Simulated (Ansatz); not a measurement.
# How much does Ag in Al(100), 2x2 scatter?, part 2 of 2

Aim: the resistance that Ag in Al(100), 2x2 adds to the host.

Ansatz 0.2.0; Ansatz plane-wave DFT, PBE, PAW files; ballistic transport by layer matching (Landauer), zero bias; PAW set soft_1 (the session's first sound run).

So far, resistivity per at.% scaled from this dense plane, with the factor 3/4 for isotropic scattering (µΩ cm): step 3 (resistance at ideal sites) 1.55.

## Step 4: Relaxing the neighbours

The neighbours of the defect are let go while the lead's layers stay on their sites, since a lead must repeat to 0.01 Å.

This step: Ansatz plane-wave DFT, PBE, PAW files; relaxation with the lead's layers held; PAW set soft_1 (Ansatz 0.2.0).

Input file input.yaml:

```yaml
crystal:
  lattice:
    - [5.7246940741, 0.0, 0.0]
    - [0.0, 5.7246940741, 0.0]
    - [0.0, 0.0, 24.28782]
  atoms:
    - { symbol: Al, position: [0.0, 0.0, 0.0416666667] }
    - { symbol: Al, position: [0.0, 0.5, 0.0416666667] }
    - { symbol: Al, position: [0.5, 0.0, 0.0416666667] }
    - { symbol: Al, position: [0.5, 0.5, 0.0416666667] }
    - { symbol: Al, position: [0.25, 0.25, 0.125] }
    - { symbol: Al, position: [0.25, 0.75, 0.125] }
    - { symbol: Al, position: [0.75, 0.25, 0.125] }
    - { symbol: Al, position: [0.75, 0.75, 0.125] }
    - { symbol: Al, position: [0.0, 0.0, 0.2083333333] }
    - { symbol: Al, position: [0.0, 0.5, 0.2083333333] }
    - { symbol: Al, position: [0.5, 0.0, 0.2083333333] }
    - { symbol: Al, position: [0.5, 0.5, 0.2083333333] }
    - { symbol: Al, position: [0.25, 0.25, 0.2916666667] }
    - { symbol: Al, position: [0.25, 0.75, 0.2916666667] }
    - { symbol: Al, position: [0.75, 0.25, 0.2916666667] }
    - { symbol: Al, position: [0.75, 0.75, 0.2916666667] }
    - { symbol: Al, position: [0.0, 0.0, 0.375] }
    - { symbol: Al, position: [0.0, 0.5, 0.375] }
    - { symbol: Al, position: [0.5, 0.0, 0.375] }
    - { symbol: Al, position: [0.5, 0.5, 0.375] }
    - { symbol: Al, position: [0.25, 0.25, 0.4583333333] }
    - { symbol: Al, position: [0.25, 0.75, 0.4583333333] }
    - { symbol: Al, position: [0.75, 0.25, 0.4583333333] }
    - { symbol: Al, position: [0.75, 0.75, 0.4583333333] }
    - { symbol: Ag, position: [0.0, 0.0, 0.5416666667] }
    - { symbol: Al, position: [0.0, 0.5, 0.5416666667] }
    - { symbol: Al, position: [0.5, 0.0, 0.5416666667] }
    - { symbol: Al, position: [0.5, 0.5, 0.5416666667] }
    - { symbol: Al, position: [0.25, 0.25, 0.625] }
    - { symbol: Al, position: [0.25, 0.75, 0.625] }
    - { symbol: Al, position: [0.75, 0.25, 0.625] }
    - { symbol: Al, position: [0.75, 0.75, 0.625] }
    - { symbol: Al, position: [0.0, 0.0, 0.7083333333] }
    - { symbol: Al, position: [0.0, 0.5, 0.7083333333] }
    - { symbol: Al, position: [0.5, 0.0, 0.7083333333] }
    - { symbol: Al, position: [0.5, 0.5, 0.7083333333] }
    - { symbol: Al, position: [0.25, 0.25, 0.7916666667] }
    - { symbol: Al, position: [0.25, 0.75, 0.7916666667] }
    - { symbol: Al, position: [0.75, 0.25, 0.7916666667] }
    - { symbol: Al, position: [0.75, 0.75, 0.7916666667] }
    - { symbol: Al, position: [0.0, 0.0, 0.875] }
    - { symbol: Al, position: [0.0, 0.5, 0.875] }
    - { symbol: Al, position: [0.5, 0.0, 0.875] }
    - { symbol: Al, position: [0.5, 0.5, 0.875] }
    - { symbol: Al, position: [0.25, 0.25, 0.9583333333] }
    - { symbol: Al, position: [0.25, 0.75, 0.9583333333] }
    - { symbol: Al, position: [0.75, 0.25, 0.9583333333] }
    - { symbol: Al, position: [0.75, 0.75, 0.9583333333] }
kpoints:
  mp_grid: { grid: [4, 4, 1] }
hamiltonian:
  xc: pbe
  pseudopotentials: { kind: paw, azcp: { folder: soft_1 } }
scf:
  occupations: { method: fermi_dirac, width: 0.1 }
relax:
  f_tol: 0.03
  max_steps: 40
  constraints:
    - { sites: [0, 1, 2, 3, 4, 5, 6, 7, 8, 9, 10, 11, 36, 37, 38, 39, 40, 41, 42, 43, 44, 45, 46, 47] }
```

Started as:

```bash
$ ansatz run input.yaml --threads 4 --pin off --max-ram 15360MiB --backend cpu --events-out ev --progress --plain --runs-dir out
```

Numbers of over 12 decimals in the logs are rounded to 6 here.

Output:

```text
Warning: crystal.symmetry: narrowed to the stabiliser of the relax constraints — unitary ops 16 → 8; lowered at sites 12, 13, 14, 15, 36, 37, 38, 39 (the operations that carried what is held of a site onto what its image site leaves free; the constrained walk keeps no symmetry that its constraints do not admit)
[...]
Crystal: 48 atoms, lattice volume = 795.963 Å³
Basis set: ecut = 420 eV, 15629 PW (Γ), exchange–correlation on 80×80×360 points (8 copies of the dense FFT grid, shifted against one another)
Bands: 128, of which v1, the nominal top of the filled ones, is band 80 counted from 1 (79 counted from 0)
Symmetry: 8 space group operations
k-points: 6 of 16
[...]
SCF iter   1: F=—  HF=-32882.161060 eV  |F-HF|=—  |Δ(HF+E_count)|=         —  Δρ=1.60e-1  dr2=1.85e3  ethr=3.10e-3  ⟨swp⟩=6.3  Hψ=3608  notcnv=0  defer=15
[...]
SCF iter  11: F=-32853.147622 eV  HF=-32853.147625 eV  |F-HF|=3.08e-6  |Δ(HF+E_count)|=   2.75e-5  Δρ=1.05e-5  dr2=3.33e-6  ethr=1.41e-8  ⟨swp⟩=3.0  Hψ=2495  notcnv=0
SCF 1 converged in 11 iterations: F = -32853.147622 eV  dr2 = 3.33e-6
[...]
relax step   1: F+E_penalty+E_count = -32853.14762177 eV  Δ(F+E_penalty+E_count) = +0.000e0 eV  max|allowed force component| = 9.617e-2 eV/Å  Δτ_max = 0.0000 Å  (11 SCF iters, dr2 threshold 2.25e-5 eV, accepted)
[...]
iter 1 solved again at ethr=6.36e-5 eV; its pass at ethr=3.10e-3 eV (dr2=1.02e-1 eV) is discarded
[...]
SCF iter   7: F=-32853.163664 eV  HF=-32853.163664 eV  |F-HF|=4.87e-10  |Δ(HF+E_count)|=   8.54e-9  Δρ=4.02e-7  dr2=1.55e-9  ethr=6.25e-11  ⟨swp⟩=3.8  Hψ=1895  notcnv=0
SCF 2 converged in 7 iterations: F = -32853.163664 eV  dr2 = 1.55e-9
relax step   2: F+E_penalty+E_count = -32853.16366430 eV  Δ(F+E_penalty+E_count) = -1.604e-2 eV  max|allowed force component| = 2.599e-2 eV/Å  Δτ_max = 0.0389 Å  (7 SCF iters, accepted)
SCF converged after 7 iterations
Free energy (F): -32853.163664 eV
[...]
Internal energy: -32852.396978 eV  (E = F + TS)
E sigma→0 (E₀):  -32852.780321 eV
Entropy (-TS):   -0.766686 eV (-15.973 meV/atom)
Fermi energy:    8.039096 eV
[...]
--- Forces (eV/Å), atoms counted from 1 ---
  atom   1  Al    -0.00000000     0.00000000     0.00309928
  atom   2  Al    -0.00000000     0.00000000     0.00304087
  atom   3  Al     0.00000000     0.00000000     0.00304087
  atom   4  Al    -0.00000000     0.00000000     0.00280662
  atom   5  Al    -0.04598908    -0.04598908     0.01179660
  atom   6  Al    -0.04598908     0.04598908     0.01179660
  atom   7  Al     0.04598908    -0.04598908     0.01179660
  atom   8  Al     0.04598908     0.04598908     0.01179660
  atom   9  Al    -0.00000000     0.00000000    -0.07319084
  atom  10  Al    -0.00000000     0.00000000    -0.01209633
  atom  11  Al     0.00000000     0.00000000    -0.01209633
  atom  12  Al     0.00000000     0.00000000     0.00421027
  atom  13  Al    -0.00564433    -0.00564433    -0.00876878
  atom  14  Al    -0.00564433     0.00564433    -0.00876878
  atom  15  Al     0.00564433    -0.00564433    -0.00876878
  atom  16  Al     0.00564433     0.00564433    -0.00876878
  atom  17  Al     0.00000000     0.00000000     0.02379615
  atom  18  Al     0.00000000     0.00000000     0.00515345
  atom  19  Al     0.00000000     0.00000000     0.00515345
  atom  20  Al     0.00000000     0.00000000    -0.01821530
  atom  21  Al    -0.01955983    -0.01955983     0.02483100
  atom  22  Al    -0.01955983     0.01955983     0.02483100
  atom  23  Al     0.01955983    -0.01955983     0.02483100
  atom  24  Al     0.01955983     0.01955983     0.02483100
  atom  25  Ag     0.00000000     0.00000000     0.00054847
  atom  26  Al     0.00000000     0.00000000     0.00192686
  atom  27  Al     0.00000000     0.00000000     0.00192686
  atom  28  Al    -0.00000000     0.00000000     0.00241961
  atom  29  Al    -0.01905598    -0.01905598    -0.02599079
  atom  30  Al    -0.01905598     0.01905598    -0.02599079
  atom  31  Al     0.01905598    -0.01905598    -0.02599079
  atom  32  Al     0.01905598     0.01905598    -0.02599079
  atom  33  Al    -0.00000000     0.00000000    -0.02360337
  atom  34  Al     0.00000000     0.00000000    -0.00621515
  atom  35  Al    -0.00000000     0.00000000    -0.00621515
  atom  36  Al     0.00000000     0.00000000     0.01573659
  atom  37  Al    -0.01146928    -0.01146928    -0.01205462
  atom  38  Al    -0.01146928     0.01146928    -0.01205462
  atom  39  Al     0.01146928    -0.01146928    -0.01205462
  atom  40  Al     0.01146928     0.01146928    -0.01205462
  atom  41  Al     0.00000000     0.00000000     0.08957214
  atom  42  Al     0.00000000     0.00000000     0.03136991
  atom  43  Al     0.00000000     0.00000000     0.03136991
  atom  44  Al    -0.00000000     0.00000000     0.01778646
  atom  45  Al    -0.04595604    -0.04595604    -0.01264450
  atom  46  Al    -0.04595604     0.04595604    -0.01264450
  atom  47  Al     0.04595604    -0.04595604    -0.01264450
  atom  48  Al     0.04595604     0.04595604    -0.01264450
  max |Σ_I F_I| component: 8.88e-7 eV/Å
--- Relaxed structure (2 steps of the walk, 2 accepted, 0 SCFs on fresh bases) ---
  F+E_penalty+E_count = -32853.16366430 eV   max|allowed force component| = 2.599e-2 eV/Å
  atoms:
    - { symbol: Al, position: [0.0, 0.0, 0.041667] }
    - { symbol: Al, position: [0.0, 0.500000, 0.041667] }
    - { symbol: Al, position: [0.500000, 0.0, 0.041667] }
    - { symbol: Al, position: [0.500000, 0.500000, 0.041667] }
    - { symbol: Al, position: [0.250000, 0.250000, 0.125000] }
    - { symbol: Al, position: [0.250000, 0.750000, 0.125000] }
    - { symbol: Al, position: [0.750000, 0.250000, 0.125000] }
    - { symbol: Al, position: [0.750000, 0.750000, 0.125000] }
    - { symbol: Al, position: [0.0, 0.0, 0.208333] }
    - { symbol: Al, position: [0.0, 0.500000, 0.208333] }
    - { symbol: Al, position: [0.500000, 0.0, 0.208333] }
    - { symbol: Al, position: [0.500000, 0.500000, 0.208333] }
    - { symbol: Al, position: [0.249837, 0.249837, 0.292005] }
    - { symbol: Al, position: [0.249837, 0.750163, 0.292005] }
    - { symbol: Al, position: [0.750163, 0.249837, 0.292005] }
    - { symbol: Al, position: [0.750163, 0.750163, 0.292005] }
    - { symbol: Al, position: [0, 0.0, 0.374630] }
    - { symbol: Al, position: [0, 0.500000, 0.374770] }
    - { symbol: Al, position: [0.500000, 0.0, 0.374770] }
    - { symbol: Al, position: [0.500000, 0.500000, 0.374311] }
    - { symbol: Al, position: [0.252416, 0.252416, 0.457226] }
    - { symbol: Al, position: [0.252416, 0.747584, 0.457226] }
    - { symbol: Al, position: [0.747584, 0.252416, 0.457226] }
    - { symbol: Al, position: [0.747584, 0.747584, 0.457226] }
    - { symbol: Ag, position: [0, 0.0, 0.541802] }
    - { symbol: Al, position: [0, 0.500000, 0.541803] }
    - { symbol: Al, position: [0.500000, 0.0, 0.541803] }
    - { symbol: Al, position: [0.500000, 0.500000, 0.541804] }
    - { symbol: Al, position: [0.252406, 0.252406, 0.626388] }
    - { symbol: Al, position: [0.252406, 0.747594, 0.626388] }
    - { symbol: Al, position: [0.747594, 0.252406, 0.626388] }
    - { symbol: Al, position: [0.747594, 0.747594, 0.626388] }
    - { symbol: Al, position: [0.0, 0.0, 0.709026] }
    - { symbol: Al, position: [0.0, 0.500000, 0.708865] }
    - { symbol: Al, position: [0.500000, 0.0, 0.708865] }
    - { symbol: Al, position: [0.500000, 0.500000, 0.709302] }
    - { symbol: Al, position: [0.250000, 0.250000, 0.791667] }
    - { symbol: Al, position: [0.250000, 0.750000, 0.791667] }
    - { symbol: Al, position: [0.750000, 0.250000, 0.791667] }
    - { symbol: Al, position: [0.750000, 0.750000, 0.791667] }
    - { symbol: Al, position: [0.0, 0.0, 0.875000] }
    - { symbol: Al, position: [0.0, 0.500000, 0.875000] }
    - { symbol: Al, position: [0.500000, 0.0, 0.875000] }
    - { symbol: Al, position: [0.500000, 0.500000, 0.875000] }
    - { symbol: Al, position: [0.250000, 0.250000, 0.958333] }
    - { symbol: Al, position: [0.250000, 0.750000, 0.958333] }
    - { symbol: Al, position: [0.750000, 0.250000, 0.958333] }
    - { symbol: Al, position: [0.750000, 0.750000, 0.958333] }
```

The job ended after 46 s (4 threads of Arm Neoverse N1, shared host; peak memory 2 GiB; 2.9 min of CPU time).

Step by step:

```csv
step,energy less that of the first step (eV),largest force component (eV/Å)
1,0.0000,0.0962
2,-0.0160,0.0260
```

The atoms that moved most (Å):

```csv
atom,dx,dy,dz,length
Al32,-0.014,-0.014,0.034,0.039
Al30,0.014,-0.014,0.034,0.039
Al31,-0.014,0.014,0.034,0.039
Al29,0.014,0.014,0.034,0.039
Al21,0.014,0.014,-0.027,0.033
Al22,0.014,-0.014,-0.027,0.033
Al23,-0.014,0.014,-0.027,0.033
Al24,-0.014,-0.014,-0.027,0.033
```

Numbers from this step:

```yaml
free_energy: -32853.1637 eV
energy_at_zero_smearing: -32852.7803 eV
fermi_energy: 8.039 eV
```

The largest force component on a free atom ends at 0.026 eV/Å, under the tolerance of 0.03, after 2 steps.

## Step 5: Transmission after relaxation, relaxed yes

The transmission is solved again on the relaxed atoms.

This step: Ansatz plane-wave DFT, PBE, PAW files; ballistic transport by layer matching (Landauer), zero bias; PAW set soft_1 (Ansatz 0.2.0).

Input file input.yaml:

```yaml
crystal:
  lattice:
    - [5.7246940741, 0.0, 0.0]
    - [0.0, 5.7246940741, 0.0]
    - [0.0, 0.0, 24.28782]
  atoms:
    - { symbol: Al, position: [0.0, 0.0, 0.0416666667] }
    - { symbol: Al, position: [0.0, 0.5, 0.0416666667] }
    - { symbol: Al, position: [0.5, 0.0, 0.0416666667] }
    - { symbol: Al, position: [0.5, 0.5, 0.0416666667] }
    - { symbol: Al, position: [0.25, 0.25, 0.125] }
    - { symbol: Al, position: [0.25, 0.75, 0.125] }
    - { symbol: Al, position: [0.75, 0.25, 0.125] }
    - { symbol: Al, position: [0.75, 0.75, 0.125] }
    - { symbol: Al, position: [0.0, 0.0, 0.2083333333] }
    - { symbol: Al, position: [0.0, 0.5, 0.2083333333] }
    - { symbol: Al, position: [0.5, 0.0, 0.2083333333] }
    - { symbol: Al, position: [0.5, 0.5, 0.2083333333] }
    - { symbol: Al, position: [0.2498372681, 0.2498372681, 0.292004541] }
    - { symbol: Al, position: [0.2498372681, 0.7501627319, 0.292004541] }
    - { symbol: Al, position: [0.7501627319, 0.2498372681, 0.292004541] }
    - { symbol: Al, position: [0.7501627319, 0.7501627319, 0.292004541] }
    - { symbol: Al, position: [0.0, 0.0, 0.3746297907] }
    - { symbol: Al, position: [0.0, 0.5, 0.3747696567] }
    - { symbol: Al, position: [0.5, 0.0, 0.3747696567] }
    - { symbol: Al, position: [0.5, 0.5, 0.3743111592] }
    - { symbol: Al, position: [0.2524155999, 0.2524155999, 0.4572255701] }
    - { symbol: Al, position: [0.2524155999, 0.7475844001, 0.4572255701] }
    - { symbol: Al, position: [0.7475844001, 0.2524155999, 0.4572255701] }
    - { symbol: Al, position: [0.7475844001, 0.7475844001, 0.4572255701] }
    - { symbol: Ag, position: [0.0, 0.0, 0.5418018773] }
    - { symbol: Al, position: [0.0, 0.5, 0.5418030634] }
    - { symbol: Al, position: [0.5, 0.0, 0.5418030634] }
    - { symbol: Al, position: [0.5, 0.5, 0.5418042161] }
    - { symbol: Al, position: [0.2524061631, 0.2524061631, 0.6263875166] }
    - { symbol: Al, position: [0.2524061631, 0.7475938369, 0.6263875166] }
    - { symbol: Al, position: [0.7475938369, 0.2524061631, 0.6263875166] }
    - { symbol: Al, position: [0.7475938369, 0.7475938369, 0.6263875166] }
    - { symbol: Al, position: [0.0, 0.0, 0.7090257044] }
    - { symbol: Al, position: [0.0, 0.5, 0.7088647729] }
    - { symbol: Al, position: [0.5, 0.0, 0.7088647729] }
    - { symbol: Al, position: [0.5, 0.5, 0.709302201] }
    - { symbol: Al, position: [0.25, 0.25, 0.7916666667] }
    - { symbol: Al, position: [0.25, 0.75, 0.7916666667] }
    - { symbol: Al, position: [0.75, 0.25, 0.7916666667] }
    - { symbol: Al, position: [0.75, 0.75, 0.7916666667] }
    - { symbol: Al, position: [0.0, 0.0, 0.875] }
    - { symbol: Al, position: [0.0, 0.5, 0.875] }
    - { symbol: Al, position: [0.5, 0.0, 0.875] }
    - { symbol: Al, position: [0.5, 0.5, 0.875] }
    - { symbol: Al, position: [0.25, 0.25, 0.9583333333] }
    - { symbol: Al, position: [0.25, 0.75, 0.9583333333] }
    - { symbol: Al, position: [0.75, 0.25, 0.9583333333] }
    - { symbol: Al, position: [0.75, 0.75, 0.9583333333] }
kpoints:
  mp_grid: { grid: [4, 4, 1] }
hamiltonian:
  xc: pbe
  pseudopotentials: { kind: paw, azcp: { folder: soft_1 } }
scf:
  occupations: { method: fermi_dirac, width: 0.1 }
output:
  transmission: { leads: [[0, 4]], kmesh: [8, 8], e_range: [-0.05, 0.05], de: 0.05 }
  write_potential: true
  write_density: true
  volumetric_format: npy
```

Output:

```text
[...]
Crystal: 48 atoms, lattice volume = 795.963 Å³
Basis set: ecut = 420 eV, 15629 PW (Γ)
Bands: 128, of which v1, the nominal top of the filled ones, is band 80 counted from 1 (79 counted from 0)
Symmetry: 8 space group operations
[...]
k-points: 6 of 16
[...]
SCF iter   1: F=—  HF=-32882.887790 eV  |F-HF|=—  |Δ(HF+E_count)|=         —  Δρ=1.63e-1  dr2=1.91e3  ethr=3.10e-3  ⟨swp⟩=6.2  Hψ=3501  notcnv=0  defer=11
[...]
SCF iter  11: F=-32853.165574 eV  HF=-32853.165574 eV  |F-HF|=3.71e-8  |Δ(HF+E_count)|=   3.18e-6  Δρ=1.73e-6  dr2=5.44e-8  ethr=6.25e-11  ⟨swp⟩=17.2  Hψ=4891  notcnv=0
SCF 1 converged in 11 iterations: F = -32853.165574 eV  dr2 = 5.44e-8
[...]
transmission: 54 of 465 steps passed
transmission: 93 of 465 steps passed
[...]
transmission: 465 of 465 steps passed
SCF converged after 11 iterations
Free energy (F): -32853.165574 eV
[...]
Internal energy: -32852.398896 eV  (E = F + TS)
E sigma→0 (E₀):  -32852.782235 eV
Entropy (-TS):   -0.766678 eV (-15.972 meV/atom)
Fermi energy:    8.039192 eV
[...]
--- Band table (eV; the first three rows and the last of 6) ---
  k-point 0: bands = [... 76 lower, 7.3391, 7.3391, 7.4144, 7.4421, 7.4435, 7.4767, 7.5150, 7.5150, ... 44 higher]
  k-point 1: bands = [... 76 lower, 7.6735, 7.7777, 7.8167, 7.8551, 7.8580, 7.8763, 8.0016, 8.3970, ... 44 higher]
  k-point 2: bands = [... 76 lower, 7.7756, 7.8101, 7.8858, 7.9002, 8.0921, 8.4230, 8.4598, 8.4620, ... 44 higher]
  k-point 5: bands = [... 76 lower, 8.3147, 8.4469, 8.4469, 8.4968, 8.6311, 8.9014, 8.9269, 8.9337, ... 44 higher]
--- Transmission ---
  basis      : 293 plane waves across, 31 finite elements along
  points     : 15, standing for a mesh of 8 x 8
[...]
channels       : 6.265625e0 a spin
[...]
junction   : crystal 0 to crystal 0, 1.33 to 23.59 Å
    transmission   : 5.343827e0 a spin
[...]
```

The job ended after 5.6 min (4 threads; peak memory 2 GiB; 18 min of CPU time).

This step gave:

```
free energy                                    : -32853.1656 eV
energy at zero smearing                        : -32852.7822 eV
transmission per spin nearest the Fermi level  : 5.344
open channels per spin nearest the Fermi level : 6.266
step of the lead's potential                   : 22.3 meV
```

Per spin. The transmission, zone mean by energy, zero at the Fermi level:

```csv
energy (eV),"transmission, zone mean"
-0.0500,5.42
0.0000,5.34
0.0500,5.29
```

Transmission over k1 and k2. At 0.0000 eV from the Fermi level.

Ten even steps from '_' (2.46) to '@' (7.70):
```
__----******----
##--++==**==++--
%%**==%%##%%==**
%%****##@@##****
%%**==%%##%%==**
##--++==**==++--
__----******----
____##%%%%%%##__
```
Columns: k1 (b1) from -0.5 to 0.375; rows upwards: k2 (b2) from -0.5 to 0.375.

Over the solved energies the transmission per spin lies between 5.29 and 5.42, out of 6.18 channels of the lead on average (up to 6.27).

## Step 6: Resistance after relaxation

This step: Ansatz plane-wave DFT, PBE, PAW files; ballistic transport by layer matching (Landauer), zero bias; area resistance of the defect plane and resistivity an atomic per cent; PAW set soft_1 (Ansatz 0.2.0).

This step gave:

```yaml
area_resistance: 0.1062 fΩ m²
t_over_the_leads_mean_channel_count: 0.8656
resistivity_per_at_scaled_from_this_dense_plane_with_the_factor_3_over_4_for_isotropic_scattering: 1.575 µΩ cm
```

Averaged over the energies near the Fermi level, 86.6 % of the channels pass, which makes 0.106 fΩ m², against 0.105 on ideal sites.

## Step 7: Results

| Quantity | Value |
| --- | --- |
| share of channels that pass, rigid | 0.867 |
| area resistance, rigid | 0.105 fΩ m² |
| resistivity per at.% from the area resistance, times 3/4, rigid | 1.55 µΩ cm |
| share of channels that pass, relaxed | 0.866 |
| area resistance, relaxed | 0.106 fΩ m² |
| resistivity per at.% from the area resistance, times 3/4, relaxed | 1.57 µΩ cm |

The plane of defects adds 0.11 fΩ m². Scaled to one atomic per cent that is 2.1 µΩ cm as it stands and 1.6 with the factor 3/4 for isotropic scattering on a spherical Fermi surface. These are rough estimates of the dilute value, not bounds. One Ag in each 2x2 cell reflects 13 % of the lead's channels. The relaxed cell differs by 1.3 % in resistance; between the two runs the lead's own channel count goes from 6.21 to 6.18, so sampling may have a part in it. The defects form a dense periodic sheet that scatters coherently, unlike a dilute random alloy. T and N are means over the solved energies nearest the Fermi level.

[Logs are printed without paths, hosts, clocks, repeated set-up lines and the standing remarks that a program may print on its own settings, such as how far it seeks lower states.]

[Hosts, paths, dates, database ids (printed as entryN), source tags and the programs' standing remarks are cut or masked in the printed files.]
